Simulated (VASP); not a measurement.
# SnSe2 in VASP: phonons with LDA

Aim: the phonons of SnSe2 with LDA.

All numbers are computed with VASP 6.6.1; they aren't measurements. Logs are shortened: lines on timing, memory, paths and dates and some standing lists are left out, and cuts for length are marked.

### 1 The structure

The cell holds a slab with vacuum, 12 atoms: a = 3.798 Å, b = 3.798 Å, c = 39.464 Å, α = 90.00°, β = 90.00°, γ = 120.00°.

### 2 Phonons, LDA

File POSCAR:

```
SnSe2
1.0
    3.7981493143      0.0000000000      0.0000000000
   -1.8990746571      3.2892937897      0.0000000000
    0.0000000000      0.0000000000     39.4637280000
  Se              Sn
     8     4
Direct
     0.6666666699999979    0.3333333300000021    0.2367592446729532
     0.3333333300000021    0.6666666699999979    0.3166155065099616
     0.6666666699999979    0.3333333300000021    0.3851062336828690
     0.3333333300000021    0.6666666699999979    0.4651981574192661
     0.6666666699999979    0.3333333300000021    0.5348018425807339
     0.3333333300000021    0.6666666699999979    0.6148937663171310
     0.6666666699999979    0.3333333300000021    0.6833844934900384
     0.3333333300000021    0.6666666699999979    0.7632407553270468
     0.0000000000000000    0.0000000000000000    0.2765558159649544
     0.0000000000000000    0.0000000000000000    0.4251565740805603
     0.0000000000000000    0.0000000000000000    0.5748434259194397
     0.0000000000000000    0.0000000000000000    0.7234441840350456
```

File INCAR.step1:

```
SYSTEM = SnSe2
ALGO = Normal
EDIFF = 1E-8
EDIFFG = -0.002
ENCUT = 600
IBRION = 2
ISIF = 2
ISMEAR = 0
KPAR = 4
LASPH = .TRUE.
LATTICE_CONSTRAINTS = .TRUE. .TRUE. .FALSE.
LCHARG = .FALSE.
LREAL = .FALSE.
LWAVE = .FALSE.
NELM = 80
NSW = 40
PREC = Accurate
SIGMA = 0.03
```

File INCAR.step2:

```
SYSTEM = SnSe2
ALGO = Normal
EDIFF = 1E-8
ENCUT = 600
IBRION = 6
ISIF = 2
ISMEAR = 0
KPAR = 4
LASPH = .TRUE.
LATTICE_CONSTRAINTS = .TRUE. .TRUE. .FALSE.
LCHARG = .FALSE.
LREAL = .FALSE.
LWAVE = .FALSE.
NELM = 80
NFREE = 2
NSW = 1
POTIM = 0.015
PREC = Accurate
SIGMA = 0.03
```

File KPOINTS:

```
k-points
0
G
  9 9 1
  0 0 0
```

Potentials or basis: VASP PAW LDA potentials, release 64 (Se, Sn_d).

Launch:

```
> cat potpaw_LDA.64/Se/POTCAR potpaw_LDA.64/Sn_d/POTCAR > POTCAR
> cp INCAR.step1 INCAR
> mpirun -np 4 vasp_std > vasp.out
> cp CONTCAR POSCAR
> cp INCAR.step2 INCAR
> mpirun -np 4 vasp_std > vasp.out
```

OUTCAR:

```text
SYSTEM = SnSe2
   EDIFF = 1E-8
   ENCUT = 600
   IBRION = 6
   ISIF = 2
   ISMEAR = 0
   LASPH = .TRUE.
   LREAL = .FALSE.
   NELM = 80
   NFREE = 2
   NSW = 1
   POTIM = 0.015
   PREC = Accurate

 ion  position               nearest neighbor table
   1  0.667  0.333  0.237-   9 2.70   9 2.70   9 2.70
   2  0.333  0.667  0.317-   9 2.70   9 2.70   9 2.70
   3  0.667  0.333  0.385-  10 2.70  10 2.70  10 2.70
   4  0.333  0.667  0.465-  10 2.70  10 2.70  10 2.70
   5  0.667  0.333  0.535-  11 2.70  11 2.70  11 2.70
   6  0.333  0.667  0.615-  11 2.70  11 2.70  11 2.70
   7  0.667  0.333  0.683-  12 2.70  12 2.70  12 2.70
   8  0.333  0.667  0.763-  12 2.70  12 2.70  12 2.70
   9  0.000  0.000  0.277-   1 2.70   1 2.70   1 2.70   2 2.70   2 2.70   2 2.70
  10  0.000  0.000  0.425-   4 2.70   4 2.70   4 2.70   3 2.70   3 2.70   3 2.70
  11  0.000  0.000  0.575-   5 2.70   5 2.70   5 2.70   6 2.70   6 2.70   6 2.70
  12  0.000  0.000  0.723-   8 2.70   8 2.70   8 2.70   7 2.70   7 2.70   7 2.70

  LATTYP: Found a hexagonal cell.
 ALAT       =     3.7981493143
 C/A-ratio  =    10.3902518659

  Lattice vectors:

 A1 = (   3.7981493143,   0.0000000000,   0.0000000000)
 A2 = (  -1.8990746571,   3.2892937897,   0.0000000000)
 A3 = (   0.0000000000,   0.0000000000,  39.4637280000)

Analysis of symmetry for initial positions (statically):
=====================================================================
 Subroutine PRICEL returns:
 Original cell was already a primitive cell.

 Routine SETGRP: Setting up the symmetry group for a
 hexagonal supercell.

 Subroutine GETGRP returns: Found 12 space group operations
 (whereof 12 operations were pure point group operations)
 out of a pool of 24 trial point group operations.

The static configuration has the point symmetry D_3d.

Analysis of symmetry for dynamics (positions and initial velocities):
=====================================================================
 Subroutine PRICEL returns:
 Original cell was already a primitive cell.

 Routine SETGRP: Setting up the symmetry group for a
 hexagonal supercell.

[... 165 lines left out ...]
  FORCE on cell =-STRESS in cart. coord.  units (eV):
  Direction    XX          YY          ZZ          XY          YZ          ZX
  --------------------------------------------------------------------------------------
  -------------------------------------------------------------------------------------
  Total       -0.0343905     -0.0343905     -0.0048753     -0.0000000      0.0000000      0.0000000
  in kB       -0.1117574     -0.1117574     -0.0158429     -0.0000000      0.0000000      0.0000000
  external PRESSURE =      -0.0797859 kB  Pullay stress =       0.0000000 kB
[... 119 lines left out ...]
  FREE ENERGIE OF THE ION-ELECTRON SYSTEM (eV)
  ---------------------------------------------------
  free  energy   TOTEN  =       -55.0181110110 eV

  energy  without entropy=      -55.0181110110  energy(sigma->0) =      -55.01811101

[... ionic steps 4 to 22 ...]

--------------------------------------- Ionic step       23  -------------------------------------------

 number of electron     103.9999969 magnetization

------------------------ aborting loop because EDIFF is reached ----------------------------------------
[... 87 lines left out ...]
--------------------------------------- Ionic step       25  -------------------------------------------

 number of electron     103.9999966 magnetization

 Free energy of the ion-electron system (eV)
  ---------------------------------------------------
  ext. energy  EPLUGINS =         0.00000000
  ---------------------------------------------------
  free energy    TOTEN  =       -55.01668692 eV

  energy without entropy =      -55.01668692  energy(sigma->0) =      -55.01668692

 E-fermi :   0.5991     XC(G=0):  -6.2951

 val. band max:        0.4483232464   @ k =   0.1111   0.1111   0.0000
 cond. band min:       0.8738782485   @ k =   0.4444   0.0000   0.0000
 fundamental gap:      0.4255550021
 Fermi energy:         0.5990596571

 k-point     1 :       0.0000    0.0000    0.0000
  band No.  band energies     occupation
      1     -20.8835      2.00000
      2     -20.8835      2.00000
      3     -20.8576      2.00000
      4     -20.8576      2.00000
      5     -20.8468      2.00000
      6     -20.8468      2.00000
[... 808 lines left out ...]
  FREE ENERGIE OF THE ION-ELECTRON SYSTEM (eV)
  ---------------------------------------------------
  free  energy   TOTEN  =       -55.0166869223 eV

  energy  without entropy=      -55.0166869223  energy(sigma->0) =      -55.01668692

 INTERNAL STRAIN TENSORS FROM DISPLACED ATOMS
 ============================================

 INTERNAL STRAIN TENSOR FOR ION    1 for displacements in x,y,z  (eV/Angst):
          X           Y           Z          XY          YZ          ZX
  --------------------------------------------------------------------------------
  x    -0.00000     0.00000     0.00000    -0.94544     0.00000     5.48033
  y    -0.94544     0.94544     0.00000     0.00000     5.48034     0.00000
  z     6.56894     6.56894    15.58086     0.00000     0.00000     0.00000
[... 8 lines left out ...]
 INTERNAL STRAIN TENSOR FOR ION   12 for displacements in x,y,z  (eV/Angst):
          X           Y           Z          XY          YZ          ZX
  --------------------------------------------------------------------------------
  x     0.00000    -0.00000     0.00000     0.04016     0.00000     0.15893
  y     0.04016    -0.04016     0.00000    -0.00000     0.15893     0.00000
  z    -0.01703    -0.01703    -0.23862    -0.00000     0.00000     0.00000

 Eigenvectors and eigenvalues of the dynamical matrix
   1 f  =    7.642700 THz    48.020500 2PiTHz  254.933031 cm-1    31.607653 meV
   2 f  =    7.617747 THz    47.863715 2PiTHz  254.100684 cm-1    31.504455 meV
   3 f  =    7.537068 THz    47.356797 2PiTHz  251.409538 cm-1    31.170796 meV
   4 f  =    7.516478 THz    47.227425 2PiTHz  250.722724 cm-1    31.085642 meV
   5 f  =    5.497261 THz    34.540307 2PiTHz  183.368876 cm-1    22.734833 meV
   6 f  =    5.496646 THz    34.536448 2PiTHz  183.348390 cm-1    22.732293 meV
[... 25 lines left out ...]
  32 f  =    0.161063 THz     1.011988 2PiTHz    5.372479 cm-1     0.666102 meV
  33 f  =    0.161063 THz     1.011988 2PiTHz    5.372479 cm-1     0.666102 meV
  34 f/i=    0.005000 THz     0.031418 2PiTHz    0.166795 cm-1     0.020680 meV
  35 f/i=    0.006935 THz     0.043573 2PiTHz    0.231323 cm-1     0.028680 meV
  36 f/i=    0.006935 THz     0.043573 2PiTHz    0.231323 cm-1     0.028680 meV

 ELASTIC MODULI CONTR FROM IONIC RELAXATION (kBar)
 Direction    XX          YY          ZZ          XY          YZ          ZX
 --------------------------------------------------------------------------------
 XX        -186.4813   -166.1109   -342.0571     -0.0000     56.9204      0.0000
 YY        -166.1109   -186.4813   -342.0571     -0.0000    -56.9204     -0.0000
 ZZ        -342.0571   -342.0571   -735.1952     -0.0000      0.0000     -0.0000
 XY          -0.0000     -0.0000     -0.0000    -10.1852     -0.0000     56.9205
 YZ          56.9204    -56.9204      0.0000     -0.0000   -324.8607     -0.0000
 ZX           0.0000     -0.0000     -0.0000     56.9205     -0.0000   -324.8610
 --------------------------------------------------------------------------------
```

Wall time 79 min (4 MPI ranks of AMD EPYC 9R14 (Zen 4), shared host); peak memory 2 GiB.

Results:

- Highest phonon frequency at Γ, LO-TO splitting left out: 255 cm⁻¹

Phonon frequencies in cm⁻¹ (negative: imaginary):
```tsv
q point	frequencies
(0.000, 0.000, 0.000)	0 0 0 5 5 14 17 17 24 24 27 34 109 109 112 112 119 119 125 125 146 146 149 149 153 153 155 155 181 182 183 183 251 251 254 255
```
